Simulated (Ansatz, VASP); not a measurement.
## CdSe in VASP and in Ansatz

```
Cd Se
1.0
     0.00000    2.84009    2.84009
     2.84009    0.00000    2.84009
     2.84009    2.84009    0.00000
Cd Se
1 1
Direct
  0.00000 0.00000 0.00000
  0.50000 0.50000 0.50000
```

Change from the starting cell: volume scaled by 0.97.

Alike in both runs: task single point; functional PBE; k mesh 12 × 12 × 12; occupations fermi-dirac, width 0.03 eV; no spin polarisation.

|  | VASP | Ansatz |
| --- | --- | --- |
| version | VASP 6.6.1 | Ansatz 0.2.0 |
| potentials or method | VASP PAW PBE potentials, release 64 (Cd, Se), cutoff 520 eV | all-electron LAPW, scalar-relativistic |

|  | VASP | Ansatz | Ansatz less VASP |
| --- | --- | --- | --- |
| pressure (GPa) | 2.3 | 1.9 | -0.38 |

Ansatz ran all-electron here, so the differences hold the error of VASP's frozen core and of both bases.
